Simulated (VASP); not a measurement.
# Nb (Fm-3m) in VASP: further runs, part 2 of 2

VASP 6.6.1. The steps go on from the part before.

### 4 Band structure, M06-L

The input, INCAR:

```
PREC     = Accurate       # precision mode
ENCUT    = 500            # plane-wave cutoff, eV
EDIFF    = 1E-7           # SCF threshold, eV
ISMEAR   = -1             # smearing method
SIGMA    = 0.02           # smearing width, eV
LREAL    = F              # projectors in reciprocal space
LASPH    = T              # aspherical terms in the spheres
NELM     = 80             # most SCF steps
ALGO     = Normal         # electronic algorithm
ISIF     = 2              # what is computed and relaxed
LWAVE    = F              # write WAVECAR
LCHARG   = F              # write CHGCAR
LMAXMIX  = 4              # l up to which the mixer works
METAGGA  = M06L           # meta-GGA
LMIXTAU  = T
```

The input, KPOINTS:

```
Automatic mesh
0
Gamma
  11 11 11
```

The input, POSCAR:

```
Nb
1.0
    0.0000000000      2.1150000000      2.1150000000
    2.1150000000      0.0000000000      2.1150000000
    2.1150000000      2.1150000000      0.0000000000
Nb
1
Direct
    0.0000000000      0.0000000000      0.0000000000
```

The input, KPOINTS_OPT:

```
path GXWKGLUWLK,UX
10
line-mode
reciprocal
 0.0000000000  0.0000000000  0.0000000000  G
 0.5000000000  0.0000000000  0.5000000000  X

 0.5000000000  0.0000000000  0.5000000000  X
 0.5000000000  0.2500000000  0.7500000000  W

 0.5000000000  0.2500000000  0.7500000000  W
 0.3750000000  0.3750000000  0.7500000000  K

 0.3750000000  0.3750000000  0.7500000000  K
 0.0000000000  0.0000000000  0.0000000000  G

 0.0000000000  0.0000000000  0.0000000000  G
 0.5000000000  0.5000000000  0.5000000000  L

 0.5000000000  0.5000000000  0.5000000000  L
 0.6250000000  0.2500000000  0.6250000000  U

 0.6250000000  0.2500000000  0.6250000000  U
 0.5000000000  0.2500000000  0.7500000000  W

 0.5000000000  0.2500000000  0.7500000000  W
 0.5000000000  0.5000000000  0.5000000000  L

 0.5000000000  0.5000000000  0.5000000000  L
 0.3750000000  0.3750000000  0.7500000000  K

 0.6250000000  0.2500000000  0.6250000000  U
 0.5000000000  0.0000000000  0.5000000000  X
```

Potentials or basis: VASP PAW PBE potentials, release 64 (Nb_pv).

Launch:

```bash
$ cat potpaw_PBE.64/Nb_pv/POTCAR > POTCAR
$ mpirun -np 1 vasp_std > vasp.out
```

Wall time 86 s (1 thread of Intel Xeon Platinum 8488C (Sapphire Rapids), shared host); peak memory 0.16 GiB.

The run converged. Its results:

* Free energy: -20.5664 eV
* Pressure: 2.6 GPa
* Band gap along the path: none (metal or under the smearing width)

Levels at the corners of the path, in eV from the Fermi level:
```
point  band 2  band 3  band 4  band 5  band 6  band 7  band 8  band 9
    Γ  -31.67  -31.67   -6.19    0.08    0.08    0.08    2.80    2.80
    X  -32.05  -32.05   -4.04   -3.45    3.41    4.72    5.13    5.13
    X  -32.05  -32.05   -4.04   -3.45    3.41    4.72    5.13    5.13
    W  -32.38  -32.07   -2.67   -1.25   -1.25    2.05    5.13   10.13
    W  -32.38  -32.07   -2.67   -1.25   -1.25    2.05    5.13   10.12
    K  -32.29  -31.97   -3.10   -2.35    0.41    2.87    4.30    8.75
    K  -32.29  -31.97   -3.10   -2.35    0.41    2.87    4.30    8.75
    Γ  -31.67  -31.67   -6.19    0.08    0.08    0.08    2.80    2.80
    Γ  -31.67  -31.67   -6.19    0.08    0.08    0.08    2.80    2.80
    L  -31.81  -31.81   -3.89   -0.04   -0.04    1.13    4.64    4.64
    L  -31.81  -31.81   -3.89   -0.04   -0.04    1.13    4.64    4.64
    U  -32.29  -31.97   -3.10   -2.35    0.41    2.87    4.30    8.81
    U  -32.29  -31.97   -3.10   -2.35    0.41    2.87    4.30    8.74
    W  -32.38  -32.07   -2.67   -1.25   -1.25    2.05    5.13   10.12
    W  -32.38  -32.07   -2.67   -1.25   -1.25    2.05    5.13   10.13
    L  -31.81  -31.81   -3.89   -0.04   -0.04    1.13    4.64    4.64
    L  -31.81  -31.81   -3.89   -0.04   -0.04    1.13    4.64    4.64
    K  -32.29  -31.97   -3.10   -2.35    0.41    2.87    4.30    8.76
    U  -32.29  -31.97   -3.10   -2.35    0.41    2.87    4.30    8.75
    X  -32.05  -32.05   -4.04   -3.45    3.41    4.72    5.13    5.13
```

Caveat: the PAW data sets were made with another functional, which shifts forces and pressure a little.

### 5 Band structure, HSE06+TS

The input, POSCAR:

```
Nb
2.9911
    0.000000000000      0.707097723246      0.707097723246
    0.707097723246      0.000000000000      0.707097723246
    0.707097723246      0.707097723246      0.000000000000
Nb
1
Direct
    0.0000000000      0.0000000000      0.0000000000
```

The input, INCAR.step1:

```
SYSTEM = Nb
ALGO     = Normal         ! electronic algorithm
EDIFF    = 1E-5           ! SCF threshold, eV
ENCUT    = 520            ! plane-wave cutoff, eV
GGA      = PE             ! functional
ISIF     = 2              ! what is computed and relaxed
ISMEAR   = -1             ! smearing method
LASPH    = .TRUE.         ! aspherical terms in the spheres
LCHARG   = .FALSE.        ! write CHGCAR
LMAXMIX  = 4              ! l up to which the mixer works
LREAL    = .FALSE.        ! projectors in reciprocal space
LWAVE    = .TRUE.         ! write WAVECAR
NBANDS   = 12             ! bands
NELM     = 80             ! most SCF steps
PREC     = Accurate       ! precision mode
SIGMA    = 0.05           ! smearing width, eV
```

The input, INCAR.step2:

```
SYSTEM = Nb
ALGO     = Normal         ! electronic algorithm
EDIFF    = 1E-6           ! SCF threshold, eV
ENCUT    = 520            ! plane-wave cutoff, eV
GGA      = PE             ! functional
HFSCREEN = 0.2            ! screening, 1/A
ISIF     = 2              ! what is computed and relaxed
ISMEAR   = -1             ! smearing method
ISTART   = 1            
IVDW     = 2              ! dispersion correction
LASPH    = .TRUE.         ! aspherical terms in the spheres
LCHARG   = .FALSE.        ! write CHGCAR
LHFCALC  = .TRUE.         ! exact exchange
LMAXMIX  = 4              ! l up to which the mixer works
LREAL    = .FALSE.        ! projectors in reciprocal space
LWAVE    = .FALSE.        ! write WAVECAR
NBANDS   = 12             ! bands
NELM     = 80             ! most SCF steps
PREC     = Accurate       ! precision mode
PRECFOCK = Fast         
SIGMA    = 0.05           ! smearing width, eV
```

The input, KPOINTS:

```
k-points
0
G
  6 6 6
  0 0 0
```

KPOINTS_OPT is that of step 4.

Potentials or basis: VASP PAW PBE potentials, release 64 (Nb_sv).

Launch:

```bash
$ cat potpaw_PBE.64/Nb_sv/POTCAR > POTCAR
$ cp INCAR.step1 INCAR
$ mpirun -np 1 vasp_std > vasp.out
$ cp INCAR.step2 INCAR
$ mpirun -np 1 vasp_std > vasp.out
```

Wall time 17 min (1 thread of Intel Xeon 6975P-C (Granite Rapids), shared host); peak memory 0.26 GiB.

The run converged. Its results:

```yaml
Free_energy: -12.7733 eV
Pressure: -16.6 GPa
Band_gap_along_the_path: none (metal or under the smearing width)
Dispersion_energy_per_atom: -1.227 eV
```

Levels at the corners of the path, in eV from the Fermi level:
| point | band 4 | band 5 | band 6 | band 7 | band 8 | band 9 |
| --- | --- | --- | --- | --- | --- | --- |
| Γ | -32.87 | -7.46 | 0.22 | 0.22 | 0.22 | 3.36 |
| X | -33.31 | -4.75 | -4.11 | 3.56 | 5.38 | 5.76 |
| X | -33.31 | -4.75 | -4.11 | 3.56 | 5.38 | 5.76 |
| W | -33.34 | -3.19 | -1.60 | -1.60 | 2.30 | 5.76 |
| W | -33.34 | -3.19 | -1.60 | -1.60 | 2.30 | 5.76 |
| K | -33.21 | -3.67 | -2.88 | 0.30 | 3.29 | 4.81 |
| K | -33.21 | -3.67 | -2.88 | 0.30 | 3.29 | 4.81 |
| Γ | -32.87 | -7.46 | 0.22 | 0.22 | 0.22 | 3.36 |
| Γ | -32.87 | -7.46 | 0.22 | 0.22 | 0.22 | 3.36 |
| L | -33.03 | -4.68 | 0.08 | 0.08 | 0.89 | 5.23 |
| L | -33.03 | -4.68 | 0.08 | 0.08 | 0.89 | 5.23 |
| U | -33.21 | -3.67 | -2.88 | 0.30 | 3.29 | 4.81 |
| U | -33.21 | -3.67 | -2.88 | 0.30 | 3.29 | 4.81 |
| W | -33.34 | -3.19 | -1.60 | -1.60 | 2.30 | 5.76 |
| W | -33.34 | -3.19 | -1.60 | -1.60 | 2.30 | 5.76 |
| L | -33.03 | -4.68 | 0.08 | 0.08 | 0.89 | 5.23 |
| L | -33.03 | -4.68 | 0.08 | 0.08 | 0.89 | 5.23 |
| K | -33.21 | -3.67 | -2.88 | 0.30 | 3.29 | 4.81 |
| U | -33.21 | -3.67 | -2.88 | 0.30 | 3.29 | 4.81 |
| X | -33.31 | -4.75 | -4.11 | 3.56 | 5.38 | 5.76 |

Caveat: the k mesh is coarse (spacing up to 0.43 Å⁻¹), so the values aren't converged, least of all with exact exchange; atom-pairwise D2, TS and ULG terms overbind metals; so large a pressure means that the cell lies far from this level's equilibrium, or that cutoff or potentials fall short; the potentials were made for another functional, which shifts forces and pressure; pairwise dispersion overbinds metals, which lowers pressure and volume.

### 6 The reference run

An earlier run on the cell as given: functional PBE; potentials or basis VASP PAW PBE potentials, release 64 (Nb_sv); cutoff 520 eV; k mesh 11 × 11 × 11; occupations fermi-dirac, width 0.05 eV; no spin polarisation.

* Pressure: -2.1 GPa
* Band gap on the k mesh: none (metal or under the smearing width)

### 7 Summary

| task | level | potentials or basis | k mesh | cutoff (eV) | smearing | grid for exact exchange (PRECFOCK) | screening parameter | mesh quality | gap on the mesh (eV) | pressure (GPa) |
| --- | --- | --- | --- | --- | --- | --- | --- | --- | --- | --- |
| core levels | PBEsol+D3(BJ) | VASP PAW PBE potentials, release 64 (Nb_sv) | 11 × 11 × 11 | 520 | gaussian 0.05 eV | - | - | not flagged | none | -13.6 |
| band structure | M06-L | VASP PAW PBE potentials, release 64 (Nb_pv) | 11 × 11 × 11 | 500 | fermi-dirac 0.02 eV | - | - | not flagged | - | 2.6 |
| band structure | HSE06+TS | VASP PAW PBE potentials, release 64 (Nb_sv) | 6 × 6 × 6 | 520 | fermi-dirac 0.05 eV | Fast | 0.2 1/A | coarse | - | -16.6 |
| single point | PBE | VASP PAW PBE potentials, release 64 (Nb_sv) | 11 × 11 × 11 | 520 | fermi-dirac 0.05 eV | - | - | not flagged | none | -2.1 |

Alike in all rows: no spin polarisation; cell as given.

Caveats: some runs use coarse meshes; the PAW data sets were made with another functional, which shifts forces and pressure a little (some runs); pairwise dispersion overbinds metals, which lowers pressure and volume (some runs); atom-pairwise D2, TS and ULG terms overbind metals (some runs); so large a pressure means that the cell lies far from this level's equilibrium, or that cutoff or potentials fall short (some runs); the potentials were made for another functional, which shifts forces and pressure (some runs).

Total energies depend on the potentials used, so only differences within one code and one set of settings carry meaning.
